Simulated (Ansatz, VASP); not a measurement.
**One calculation of HfO2, two programs**

File INCAR:

```
SYSTEM = HfO2
PREC = Accurate
ENCUT = 520
EDIFF = 1E-6
ISMEAR = 0
SIGMA = 0.1
LREAL = .FALSE.
LASPH = .TRUE.
NELM = 80
ALGO = Normal
ISIF = 2
LWAVE = .FALSE.
LCHARG = .FALSE.
GGA = PE
NBANDS = 31
```

KPOINTS

```
regular mesh
0
G
  6 6 6
  0 0 0
```

The input POSCAR:

```
HfO2
1.0
   -2.0092942000      2.0092942000      5.3227094000
    2.0092942000     -2.0092942000      5.3227094000
    2.0092942000      2.0092942000     -5.3227094000
Hf O
2 4
Direct
    0.0000000000      0.0000000000      0.0000000000
    0.7500000000      0.2500000000      0.5000000000
    0.7982900000      0.7982900000      0.0000000000
    0.9517100000      0.4517100000      0.5000000000
    0.5482900000      0.0482900000      0.5000000000
    0.2017100000      0.2017100000      0.0000000000
```

Input for Ansatz:

```yaml
crystal:
  lattice:
    - [-2.0092942, 2.0092942, 5.3227094]
    - [2.0092942, -2.0092942, 5.3227094]
    - [2.0092942, 2.0092942, -5.3227094]
  atoms:
    - { symbol: Hf, position: [0.0, 0.0, 0.0] }
    - { symbol: Hf, position: [0.75, 0.25, 0.5] }
    - { symbol: O, position: [0.79829, 0.79829, 0.0] }
    - { symbol: O, position: [0.95171, 0.45171, 0.5] }
    - { symbol: O, position: [0.54829, 0.04829, 0.5] }
    - { symbol: O, position: [0.20171, 0.20171, 0.0] }
basis:
  ecutwfc: 420
kpoints:
  mp_grid: { grid: [6, 6, 6] }
hamiltonian:
  xc: pbe
scf:
  occupations: { method: gaussian, width: 0.1 }
  lower_state_search: "off"
output:
  forces: true
  stress: true
  eigenvalues: true
```

Alike in both runs: task single point; functional PBE; k mesh 6 × 6 × 6; occupations gaussian, width 0.1 eV; no spin polarisation.

|  | VASP | Ansatz |
| --- | --- | --- |
| version | VASP 6.6.1 | Ansatz 0.2.0 |
| potentials or method | VASP PAW PBE potentials, release 64 (Hf_pv, O) | scalar-relativistic, plane waves, PAW |
| plane-wave cutoff (eV) | 520 | 420 |
| valence electrons in the cell | 44 | 76 |

VASP gave:

```
gap on the k mesh at the Fermi level (eV)       : 4.42
least direct gap on the mesh (eV)               : 4.65
pressure (GPa)                                  : -2.4
largest component of the traceless stress (GPa) : 0.29
rms of the force components (eV/Å)              : 0.023
```

Problem. Which values does Ansatz return?

Solution. gap on the k mesh at the Fermi level (eV): 4.43; least direct gap on the mesh (eV): 4.66; pressure (GPa): 0.0; largest component of the traceless stress (GPa): 0.01; rms of the force components (eV/Å): 0.000.

Atom by atom the forces differ by 0.023 eV/Å (rms over components). With one functional, cell and mesh, what is left measures potentials, basis and numerics. The two sets of potentials don't hold the same shells in valence.

Caveats: spin-orbit coupling is left out, which moves the levels of the heavy elements. A k mesh can miss the band edges. PBE gaps usually lie below the measured ones, often by a third to a half.
